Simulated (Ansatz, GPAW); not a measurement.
# CN in line between two Na chains: relaxation, then transmission at several levels, part 2 of 3

How well does CN in line between two Na chains conduct once its atoms have relaxed, and how much do cheaper levels lose?

GPAW 26.7.0 and Ansatz 0.2.0; Ansatz plane waves; relaxation of the junction with the lead ends held; PAW set soft_1 (the session's first sound run).

So far. Step 2 (Relaxation): The relaxation lowered the energy of the cell by 0.304 eV.

### Step 3. Plane waves, PBE

Plane waves give the reference curve, free of the bias of atom-centred orbitals.

This step: Ansatz plane waves; Landauer transmission by layers, zero bias; PAW set soft_1 (Ansatz 0.2.0).

input.yaml reads:

```yaml
crystal:
  lattice:
    - [9.0, 0.0, 0.0]
    - [0.0, 9.0, 0.0]
    - [0.0, 0.0, 48.3443]
  atoms:
    - { symbol: Na, position: [0.5, 0.5, 0.034130187] }
    - { symbol: Na, position: [0.5, 0.5, 0.102390561] }
    - { symbol: Na, position: [0.5, 0.5, 0.1706509351] }
    - { symbol: Na, position: [0.5, 0.5, 0.2389113091] }
    - { symbol: Na, position: [0.5, 0.5, 0.3071716831] }
    - { symbol: Na, position: [0.3367749277, 0.5497254847, 0.3708261405] }
    - { symbol: Na, position: [0.4813607775, 0.5056716624, 0.4381700949] }
    - { symbol: C, position: [0.5014329206, 0.4988866403, 0.4874065803] }
    - { symbol: "N", position: [0.5057115975, 0.4976494492, 0.5116352802] }
    - { symbol: Na, position: [0.5207427114, 0.4965549134, 0.5582334961] }
    - { symbol: Na, position: [0.6481768216, 0.4910140065, 0.6269821688] }
    - { symbol: Na, position: [0.5, 0.5, 0.6928283169] }
    - { symbol: Na, position: [0.5, 0.5, 0.7610886909] }
    - { symbol: Na, position: [0.5, 0.5, 0.8293490649] }
    - { symbol: Na, position: [0.5, 0.5, 0.897609439] }
    - { symbol: Na, position: [0.5, 0.5, 0.965869813] }
kpoints:
  mp_grid: { grid: [1, 1, 2] }
hamiltonian:
  xc: pbe
  pseudopotentials: { kind: paw, azcp: { folder: soft_1 } }
scf:
  occupations: { method: fermi_dirac, width: 0.1 }
output:
  transmission:
    leads: [[0, 1]]
    e_range: [-2, 2]
    de: 0.025
    kmesh: [1, 1]
    reduced_basis: true
  write_potential: true
  write_density: true
  volumetric_format: npy
```

The run is started by

```bash
$ ansatz run input.yaml --threads 4 --pin off --max-ram 8192MiB --backend cpu --events-out ev --progress --plain --runs-dir out
```

Numbers of over 12 decimals in the logs are rounded to 6 here.

The log of the run:

```text
[...]
Crystal: 16 atoms, lattice volume = 3915.888 Å³
Basis set: ecut = 420 eV, 76525 PW (Γ)
Bands: 84, of which v1, the nominal top of the filled ones, is band 68 counted from 1 (67 counted from 0)
Symmetry: 1 space group operations
[...]
k-points: 2
[...]
SCF iter   1: F=—  HF=-21442.067031 eV  |F-HF|=—  |Δ(HF+E_count)|=         —  Δρ=2.69e-2  dr2=1.28e2  ethr=3.10e-3  ⟨swp⟩=20.0  Hψ=1068  notcnv=0  defer=1
[...]
SCF iter  13: F=-21437.223282 eV  HF=-21437.223282 eV  |F-HF|=6.50e-9  |Δ(HF+E_count)|=   2.36e-8  Δρ=5.49e-7  dr2=3.18e-8  ethr=7.41e-11  ⟨swp⟩=17.0  Hψ=1020  notcnv=0
SCF 1 converged in 13 iterations: F = -21437.223282 eV  dr2 = 3.18e-8
[...]
transmission: 61 of 366 steps passed
transmission: 122 of 366 steps passed
[...]
transmission: 366 of 366 steps passed
WARN: The output density's exchange-correlation potential varies sharply where the density is thin. Do not read a vacuum level from v_tot or v_xc, or from such a field of the output density. On a cell that repeats whose density bears no net charge and no dipole along the vacuum's axis use v_es (v_loc + v_h of the components); under efield.dipole_correction with no amplitude use v_es + v_field, which holds any externa [...]
SCF converged after 13 iterations
Free energy (F): -21437.223282 eV
[...]
Internal energy: -21436.949553 eV  (E = F + TS)
E sigma→0 (E₀):  -21437.086417 eV
Entropy (-TS):   -0.273729 eV (-17.108 meV/atom)
Fermi energy:    -2.314110 eV
[...]
--- Band table (eV) ---
  k-point 0: bands = [... 64 lower, -2.9107, -2.7417, -2.5534, -2.3210, -2.0633, -1.7417, -1.4158, -1.0720, ... 12 higher]
  k-point 1: bands = [... 64 lower, -2.9068, -2.7475, -2.5458, -2.3297, -2.0544, -1.7508, -1.4068, -1.0794, ... 12 higher]
--- Transmission ---
  basis      : 717 plane waves across, 61 finite elements along
  points     : 1, standing for a mesh of 1 x 1
  filling    : by the input's occupations and mesh, since the crystals that have channels conduct as metals do. If one of these is a semiconductor, that mesh has misplaced its level
  energies   : 161 from -2.000000 to 2.000000 eV about the Fermi level, 0.025000 eV apart; the leads are filled to 0.000000 eV, and channels, transmission and decay are at 0.000000 eV
  crystal 0  : Na1, at the sites [0, 1], period 3.3000 Å, over 33.00 Å; its Hamiltonian steps by up to 13.4 meV
    offset         : up to 0.0000 Å between an atom of the period and one for which it stands
    filled         : 9.7 meV over the level at which it is neutral
    channels       : 1.000000e0 a spin
    conductance    : 9.5655e13 S/m² at 300 K; may be off by some 0.0 % by where its bands' edges are placed, 0.0 % from the distance to neutral
  junction   : crystal 0 to crystal 0, -0.00 to 45.04 Å
    transmission   : 3.140819e-3 a spin
    error estimate : 2.706212e-7 a spin from the reduction of the transverse basis, at the most 5.907558e-5 at 1.975000 eV
    conductance    : 2.9912e11 S/m² at 300 K (2.9913e11 on every other energy)
    error estimate : 0.0 % from the energy spacing and 0.0 % from band edges of the leads and from resonances (wavevectors taken as independent; lower de), 0.0 % from the reduction of the transverse basis, 2.6 % from the steps of its leads' Hamiltonians or their offsets (lay more layers), 0.9 % from the distance to neutral
    resistance     : 3.3326e0 Ω µm² beyond half of each lead's own
```

It took 85 s on 4 threads of Arm Neoverse V2, shared host; peak memory 3.7 GiB; 4 min of CPU time.

Reading the cycles: dr2 is the Hartree energy of the density residual (eV), the measure of convergence; HF is the Harris–Foulkes estimate of the energy, which meets the free energy F at convergence.

This step gave:

```
free energy                                             : -21437.2233 eV
lead level                                              : 0 eV from the Fermi level
transmission at the Fermi level (one spin)              : 0.003141
open channels of the lead at the Fermi level (one spin) : 1
step of the potential along the lead                    : 13.4 meV
offset of the lead                                      : 0 Å
filling of the lead less its bulk value, in size        : 9.7 meV
conductance                                             : 0.003127 G₀
```

One spin. Table of transmission, zone mean by energy, zero at the Fermi level:

```csv
energy (eV),"transmission, zone mean"
-2.000,0
-1.900,0
-1.800,0
-1.700,0
-1.600,0
-1.500,0
-1.400,0
-1.300,0
-1.200,0
-1.100,0
-1.000,0
-0.900,0
-0.800,6.7e-4
-0.700,0.00114
-0.600,0.00167
-0.500,0.00218
-0.400,0.00266
-0.300,0.00307
-0.200,0.00335
-0.100,0.00337
0.000,0.00314
0.100,0.00279
0.200,0.00245
0.300,0.00218
0.400,0.00200
0.500,0.00190
0.600,0.00185
0.700,0.00182
0.800,0.00179
0.900,0.00174
1.000,0.00165
1.100,0.00152
1.200,0.00133
1.300,0.00108
1.400,8.1e-4
1.500,5.6e-4
1.600,3.7e-4
1.700,1.7e-4
1.800,0.00722
1.900,0.0232
2.000,0.0578
```

One spin. Table of open channels, zone mean by energy, zero at the Fermi level:

energy (eV), open channels, zone mean and a bar:
```
   -1.000       0.00 
   -0.800       1.00 ##########
   -0.600       1.00 ##########
   -0.400       1.00 ##########
   -0.200       1.00 ##########
    0.000       1.00 ##########
    0.200       1.00 ##########
    0.400       1.00 ##########
    0.600       1.00 ##########
    0.800       1.00 ##########
    1.000       1.00 ##########
    1.200       1.00 ##########
    1.400       1.00 ##########
    1.600       1.00 ##########
    1.800       3.00 ##############################
    2.000       3.00 ##############################
```

Crystal 0, spin -, k parallel (0, 0); distinct values, listed up to 1.5 1/Å. Table of Im kz of the slowest decaying states by energy, zero at the Fermi level:

```csv
energy (eV),decay 1 (Å⁻¹),decay 2 (Å⁻¹),decay 3 (Å⁻¹),decay 4 (Å⁻¹)
-2.000,0.530,1.02,1.08,1.16
-1.800,0.480,0.989,1.06,1.14
-1.600,0.425,0.961,1.03,1.11
-1.400,0.361,0.932,1.01,1.09
-1.200,0.282,0.902,0.984,1.07
-1.000,0.170,0.871,0.958,1.04
-0.800,0.840,0.931,1.02,1.16
-0.600,0.806,0.903,0.990,1.14
-0.400,0.772,0.875,0.963,1.11
-0.200,0.736,0.845,0.935,1.09
0.000,0.697,0.814,0.907,1.07
0.200,0.657,0.782,0.877,1.04
0.400,0.614,0.614,0.749,0.847
0.600,0.568,0.714,0.815,0.990
0.800,0.518,0.677,0.782,0.963
1.000,0.462,0.638,0.748,0.935
1.200,0.399,0.596,0.712,0.907
1.400,0.324,0.551,0.674,0.877
1.600,0.224,0.502,0.634,0.847
1.800,0.447,0.591,0.815,0.890
2.000,0.384,0.545,0.782,0.860
```

Crystal 0, spin -, k parallel (0, 0). Re kz of states that move upwards against energy, zero at the Fermi level:

```csv
energy (eV),channel 1 (Å⁻¹),channel 2 (Å⁻¹),channel 3 (Å⁻¹)
-1.000,-,-,-
-0.800,0.149,-,-
-0.600,0.271,-,-
-0.400,0.354,-,-
-0.200,0.421,-,-
0.000,0.479,-,-
0.200,0.531,-,-
0.400,0.578,-,-
0.600,0.623,-,-
0.800,0.665,-,-
1.000,0.704,-,-
1.200,0.742,-,-
1.400,0.779,-,-
1.600,0.816,-,-
1.800,0.0640,0.0640,0.852
2.000,0.242,0.242,0.892
```

Table of electrostatic potential energy of an electron (with the applied field's), less the Fermi level, planar mean by z:

```csv
z (Å),"electrostatic potential energy of an electron (with the applied field's), less the Fermi level, planar mean (eV)"
0,2.91
1,2.45
2,1.86
3,2.87
4,2.71
5,1.43
6,2.77
7,2.84
8,1.65
9,2.55
10,2.90
11,2.30
12,2.10
13,2.89
14,2.60
15,1.40
16,2.66
17,2.63
18,1.42
19,2.69
20,2.58
21,1.25
22,2.53
23,2.88
24,2.79
25,2.62
26,2.73
27,1.14
28,2.53
29,2.79
30,1.79
31,2.49
32,2.79
33,2.09
34,2.15
35,2.89
36,2.63
37,1.59
38,2.83
39,2.77
40,1.42
41,2.68
42,2.89
43,1.97
44,2.39
45,2.90
46,2.51
47,1.76
48,2.86
```

The valence density, planar mean oscillates, so the rows of the table below give means over windows of 3.28 Å about each position, cut where the curve ends. Its first 14 maxima inside the range that stand out by 2 % of the span (Å: e/Å³): 1.6: 0.147, 4.9: 0.147, 8.2: 0.146, 11.5: 0.144, 14.9: 0.143, 17.9: 0.148, 21.2: 0.146, 24.6: 0.0586, 27.0: 0.145, 30.3: 0.148, 33.4: 0.143, 36.9: 0.144, 40.1: 0.146, 43.4: 0.147. Its minima: 3.1: 0.00431, 6.7: 0.00437, 9.7: 0.00428, 13.4: 0.00445, 16.1: 0.00435, 20.0: 0.00398, 22.1: 0.00504, 26.1: 0.00494, 28.2: 0.00394, 32.1: 0.00418, 34.9: 0.00445, 38.6: 0.00427, 41.6: 0.00438, 45.2: 0.00431.

Table of valence density, planar mean by z; means over each step:

z (Å), valence density, planar mean (e/Å³) and a bar from the least value:
```
     1.64      0.034 ##
     4.92      0.034 ##
     8.20      0.034 ##
    11.48      0.034 ##
    14.76      0.034 ##
    18.04      0.034 ###
    21.32      0.035 ####
    24.60      0.035 ###
    27.88      0.033 
    31.16      0.034 ###
    34.44      0.034 ##
    37.72      0.034 ##
    41.00      0.034 ##
    44.28      0.034 ##
    47.56      0.047 ##############################
```

T at the Fermi level is 0.00314 of 1 open channels a spin.

### Step 4. Double-zeta polarised basis

Localised orbitals split the wire into layers that couple to their neighbours alone, which is what the Green's function method needs; double zeta with polarisation is the usual level for numbers.

This step: GPAW LCAO, PAW setups; Landauer transmission from Green's functions with principal layers (ASE), zero bias (GPAW 26.7.0).

run.py reads:

```python
import json
import numpy as np
from ase import Atoms
from ase.transport.calculators import TransportCalculator
from gpaw import GPAW, FermiDirac
from gpaw.lcao.tools import get_lcao_hamiltonian
from scipy.linalg import eigh

# The junction with lead layers at both ends, along the third cell vector
device = Atoms(
    ['Na', 'Na', 'Na', 'Na', 'Na', 'Na', 'Na', 'C', 'N', 'Na', 'Na', 'Na', 'Na', 'Na', 'Na', 'Na'],
    positions=[
        [4.50000, 4.50000, 1.65000],
        [4.50000, 4.50000, 4.95000],
        [4.50000, 4.50000, 8.25000],
        [4.50000, 4.50000, 11.55000],
        [4.50000, 4.50000, 14.85000],
        [3.03097, 4.94753, 17.92733],
        [4.33225, 4.55104, 21.18303],
        [4.51290, 4.48998, 23.56333],
        [4.55140, 4.47885, 24.73465],
        [4.68668, 4.46899, 26.98741],
        [5.83359, 4.41913, 30.31101],
        [4.50000, 4.50000, 33.49430],
        [4.50000, 4.50000, 36.79430],
        [4.50000, 4.50000, 40.09430],
        [4.50000, 4.50000, 43.39430],
        [4.50000, 4.50000, 46.69430]],
    cell=[[9.0, 0.0, 0.0], [0.0, 9.0, 0.0], [0.0, 0.0, 48.3443]],
    pbc=True)

# One principal layer of the lead: the first 4 atoms of the device
lead = Atoms(
    ['Na', 'Na', 'Na', 'Na'],
    positions=[
        [4.50000, 4.50000, 1.65000],
        [4.50000, 4.50000, 4.95000],
        [4.50000, 4.50000, 8.25000],
        [4.50000, 4.50000, 11.55000]],
    cell=[[9.0, 0.0, 0.0], [0.0, 9.0, 0.0], [0.0, 0.0, 13.2]],
    pbc=True)

settings = dict(mode='lcao', basis='dzp', xc='PBE', h=0.18,
                occupations=FermiDirac(0.1), maxiter=250,
                mixer=dict(beta=0.1, nmaxold=8, weight=100.0),
                convergence=dict(density=0.0001))
energies = np.arange(-2, 2 + 1e-9, 0.025)
eta = 0.0001
n1, n2 = 1, 1
# k and -k transmit alike, so half of the mesh across the current serves
mesh = [(i, j) for i in range(n1) for j in range(n2) if (i, j) <= (-i % n1, -j % n2)]
weights = np.array([1 if (i, j) == (-i % n1, -j % n2) else 2 for i, j in mesh]) / (n1 * n2)

# [... helper functions left out ...]
fermi_lead = ground_state(lead, (1, 1, 9), 'lead.txt')
fermi_device = ground_state(device, (1, 1, 2), 'device.txt')
# [... loop over the mesh left out, but for ...]
        # Shift the lead onto the potential of the device's first layer
        shift = ((H[:, 0, 0] - H0[:, 0, 0]) / S0[0, 0]).real.mean()
# [...]
kT = 8.617333e-5 * 300
bias = [0.1, 0.2, 0.5, 1.0, 1.5, 2.0]
# [... integrals and printing left out ...]
```

The run is started by

```bash
$ OMP_NUM_THREADS=1 OPENBLAS_NUM_THREADS=1 python run.py
```

The log of the run:

```text
basis functions: device 264, principal layer 68
Fermi level: lead -2.4843 eV, device -2.4394 eV; lead shifted by -0.0007 eV
largest coupling past the next layer 4.16e-12 eV, largest misfit of the first layer 0.084 eV
  E-E_F (eV)   T (one spin)  channels
    -2.000    1.7035e-11    0.0000
    -1.975    1.6997e-11    0.0000
    -1.950    1.6959e-11    0.0000
    -1.925    1.6919e-11    0.0000
    -1.900    1.6879e-11    0.0000
    -1.875    1.6838e-11    0.0000
    -1.850    1.6795e-11    0.0000
    -1.825    1.6752e-11    0.0000
    -1.800    1.6707e-11    0.0000
    -1.775    1.6661e-11    0.0000
    -1.750    1.6614e-11    0.0000
    -1.725    1.6565e-11    0.0000
    -1.700    1.6514e-11    0.0000
    -1.675    1.6462e-11    0.0000
    -1.650    1.6408e-11    0.0000
    -1.625    1.6351e-11    0.0000
[...]
1.825    1.5120e-02    3.0000
     1.850    1.9213e-02    3.0000
     1.875    2.4358e-02    3.0000
     1.900    3.0851e-02    3.0000
     1.925    3.8977e-02    3.0000
     1.950    4.8983e-02    3.0000
     1.975    6.0975e-02    3.0000
     2.000    7.4740e-02    3.0000
conductance at 300 K: 0.0038944 G0 a cell; thermopower 7.736 uV/K
current from the zero-bias T(E) at 0.1 V: 0.03012 uA
current from the zero-bias T(E) at 0.2 V: 0.059918 uA
current from the zero-bias T(E) at 0.5 V: 0.14459 uA
current from the zero-bias T(E) at 1.0 V: 0.26378 uA
current from the zero-bias T(E) at 1.5 V: 0.37456 uA
current from the zero-bias T(E) at 2.0 V: 0.51063 uA
```

Elapsed: 2.5 min, on 1 thread; peak memory 2.5 GiB.

This step gave:

* conductance: 0.003894 G₀
* thermopower: 7.736 μV/K
* largest coupling past the next principal layer: 4.16e-12 eV
* largest misfit of the first principal layer: 0.08418 eV
* shift that aligns the lead: -7.37e-4 eV
* basis functions of the junction: 264
* basis functions of a principal layer: 68
* transmission at the Fermi level (one spin): 0.003914

One spin. Table of transmission, zone mean by energy, zero at the Fermi level:

```csv
energy (eV),"transmission, zone mean"
-2.000,1.7e-11
-1.900,1.7e-11
-1.800,1.7e-11
-1.700,1.7e-11
-1.600,1.6e-11
-1.500,1.6e-11
-1.400,1.6e-11
-1.300,1.5e-11
-1.200,1.4e-11
-1.100,1.3e-11
-1.000,7.7e-12
-0.900,5.6e-11
-0.825,0.0614
-0.800,0.0113
-0.700,0.00297
-0.600,0.00290
-0.500,0.00322
-0.400,0.00358
-0.300,0.00395
-0.200,0.00423
-0.100,0.00424
0.000,0.00391
0.100,0.00342
0.200,0.00295
0.300,0.00261
0.400,0.00240
0.500,0.00230
0.600,0.00230
0.700,0.00235
0.800,0.00245
0.900,0.00258
1.000,0.00272
1.100,0.00286
1.200,0.00301
1.300,0.00314
1.400,0.00320
1.500,0.00308
1.600,0.00241
1.700,3.7e-4
1.800,0.0117
1.900,0.0309
2.000,0.0747
```

Crossings of the lead's bands, unfolded to its shortest repeat. The open channels, zone mean by energy, zero at the Fermi level:

```csv
energy (eV),"open channels, zone mean"
-1.000,0
-0.800,1
-0.600,1
-0.400,1
-0.200,1
0.000,1
0.200,1
0.400,1
0.600,1
0.800,1
1.000,1
1.200,1
1.400,1
1.600,1
1.800,3
2.000,3
```

Not self-consistent under bias; the bias window is split evenly. Current through one cell, from the zero-bias transmission against bias:

```csv
bias (V),"current through one cell, from the zero-bias transmission (μA)"
0.100,0.0301
0.200,0.0599
0.500,0.145
1.000,0.264
1.500,0.375
2.000,0.511
```

The transmission of the three most open eigenchannels by energy, zero at the Fermi level:

```csv
energy (eV),channel 1,channel 2,channel 3
-0.900,5.6e-11,0,0
-0.800,0.0113,8.6e-11,0
-0.700,0.00297,0,0
-0.600,0.00290,4.5e-12,0
-0.500,0.00322,7.2e-12,0
-0.400,0.00358,8.5e-12,0
-0.300,0.00395,9.2e-12,0
-0.200,0.00423,9.5e-12,0
-0.100,0.00424,9.5e-12,0
0.000,0.00391,9.5e-12,0
0.100,0.00342,9.3e-12,0
0.200,0.00295,9.1e-12,0
0.300,0.00261,8.8e-12,0
0.400,0.00240,8.5e-12,0
0.500,0.00230,8.1e-12,0
0.600,0.00230,7.8e-12,0
0.700,0.00235,7.4e-12,0
0.800,0.00245,7.0e-12,0
0.900,0.00258,6.6e-12,0
1.000,0.00272,6.2e-12,0
1.100,0.00286,5.7e-12,0
1.200,0.00301,5.3e-12,0
1.300,0.00314,4.8e-12,0
1.400,0.00320,4.3e-12,0
1.500,0.00308,3.8e-12,0
1.600,0.00241,3.2e-12,0
1.700,3.7e-4,1.4e-12,0
1.800,0.00657,0.00490,1.8e-4
1.900,0.0165,0.0140,2.7e-4
2.000,0.0478,0.0267,2.1e-4
```

At the Fermi level T is 0.00391 against 0.00314 in plane waves. Couplings past the next layer reach 4.2e-12 eV, small enough to drop; the matrix elements of the cell's first layer differ from the bulk lead's by up to 0.084 eV. That layer keeps its own values in the calculation, and only beyond it is the lead taken as perfect. The Fermi levels of lead and junction count from different zeros of potential, one for each periodic cell; with both set to zero, the small remaining shift is what aligns them. By hand: G = 0.003894 × 77.48 μS = 0.302 μS, a resistance of 3314 kΩ; at 0.1 V a linear junction would pass 0.0302 μA, and the integral over the bias window gives 0.0301 μA. Mott's formula, S = -(π²/3)(k_B²T/e) d ln T/dE, has the prefactor 7.33 μV/K·eV at 300 K; T = 0.004019 at -0.025 eV and 0.003798 at 0.025 eV give a slope of -1.13 per eV and S = 8.28 μV/K, beside 7.74 μV/K from the thermal integral, which interpolates the same grid.

### Step 5. GPAW, szp: basis = "szp(dzp)"

One radial function a shell plus polarisation makes the matrices smaller; the question is what that costs.

run.py: that of step 4 with these lines changed.

```diff
@@ -42,3 +42,3 @@
 
-settings = dict(mode='lcao', basis='dzp', xc='PBE', h=0.18,
+settings = dict(mode='lcao', basis='szp(dzp)', xc='PBE', h=0.18,
                 occupations=FermiDirac(0.1), maxiter=250,
```

The log of the run:

```text
basis functions: device 158, principal layer 40
Fermi level: lead -2.5059 eV, device -2.4651 eV; lead shifted by -0.0009 eV
largest coupling past the next layer 4.06e-12 eV, largest misfit of the first layer 0.082 eV
  E-E_F (eV)   T (one spin)  channels
    -2.000    1.5552e-11    0.0000
    -1.975    1.5508e-11    0.0000
    -1.950    1.5463e-11    0.0000
[...]
1.975    9.9697e-02    3.0000
     2.000    1.1906e-01    3.0000
conductance at 300 K: 0.0070401 G0 a cell; thermopower 5.609 uV/K
current from the zero-bias T(E) at 0.1 V: 0.054471 uA
current from the zero-bias T(E) at 0.2 V: 0.10849 uA
current from the zero-bias T(E) at 0.5 V: 0.26374 uA
current from the zero-bias T(E) at 1.0 V: 0.49172 uA
current from the zero-bias T(E) at 1.5 V: 0.70033 uA
current from the zero-bias T(E) at 2.0 V: 0.89175 uA
```

Wall time 1.8 min (1 thread); peak memory 2.4 GiB.

Numbers from this step:

```yaml
conductance: 0.007040 G₀
thermopower: 5.609 μV/K
largest_coupling_past_the_next_principal_layer: 4.06e-12 eV
largest_misfit_of_the_first_principal_layer: 0.08191 eV
shift_that_aligns_the_lead: -8.58e-4 eV
basis_functions_of_the_junction: 158
basis_functions_of_a_principal_layer: 40
transmission_at_the_fermi_level_one_spin: 0.007068
```

The conductance, 0.00704 G₀, lies 81 % above that of the dzp run.

(Continued in part 3 of 3.)

[Logs are printed without paths, hosts, clocks, repeated set-up lines and the standing remarks that a program may print on its own settings, such as how far it seeks lower states.]

[Hosts, paths, dates, database ids (printed as entryN), source tags and the programs' standing remarks are cut or masked in the printed files.]
